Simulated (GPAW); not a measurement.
A run of GPAW 26.7.0:

run.py

```python
from ase import Atoms
from ase.eos import EquationOfState
from ase.io import Trajectory
from ase.units import GPa
from ase.parallel import parprint
from gpaw import GPAW, PW

atoms = Atoms(['Ni', 'O', 'O'],
              cell=[[1.4021288975, 0.8095194964, 6.9742947559],
                    [-1.4021288975, 0.8095194964, 6.9742947559],
                    [0.0, -1.6190389928, 6.9742947559]],
              scaled_positions=[[0.0, 0.0, 0.0],
                                [0.378789, 0.378789, 0.378789],
                                [0.621211, 0.621211, 0.621211]],
              pbc=True)
atoms.set_initial_magnetic_moments([1.0, 0.0, 0.0])

traj = Trajectory('eos.traj', 'w')
volumes, energies = [], []
for x in [0.94, 0.96, 0.98, 1.0, 1.02, 1.04, 1.06]:
    a = atoms.copy()
    a.set_cell(atoms.cell * x**(1 / 3), scale_atoms=True)
    calc = GPAW(mode=PW(800),
                xc='LDA',
                kpts={'size': (7, 7, 7), 'gamma': True},
                occupations={'name': 'fermi-dirac', 'width': 0.05},
                nbands=26,
                convergence={'density': 1e-05, 'energy': 1e-05},
                maxiter=150,
                txt=f'eos-{x:.2f}.txt')
    a.calc = calc
    energies.append(a.get_potential_energy(force_consistent=True))
    volumes.append(a.get_volume())
    p = -a.get_stress()[:3].mean() / GPa
    calc.write(f'eos-{x:.2f}.gpw')
    traj.write(a)
    parprint(f'{x:.2f} {volumes[-1]:10.4f} A^3 {energies[-1]:14.6f} eV {p:9.3f} GPa', flush=True)

v0, e0, B = EquationOfState(volumes, energies, eos='birchmurnaghan').fit()
parprint(f'V0 = {v0:.4f} A^3, E0 = {e0:.6f} eV, B0 = {B / GPa:.2f} GPa')
```

Potentials or basis: the program's PAW data sets (release 1.2.1) made for this functional, pw.

Launch:

```bash
$ OMP_NUM_THREADS=1 mpirun -n 4 gpaw python run.py
```

Hardware: 4 MPI ranks on Intel(R) Xeon(R) Platinum 8259CL CPU @ 2.50GHz (Skylake/Cascade Lake) (shared host).

Problem. How long does it take, and how much memory?

Solution. It took 15 min on 4 MPI ranks on Intel(R) Xeon(R) Platinum 8259CL CPU @ 2.50GHz (Skylake/Cascade Lake) (shared host), peak memory 0.92 GiB a rank. Counts: scf iterations 84, plane waves 2369, bands 26, k points 44.
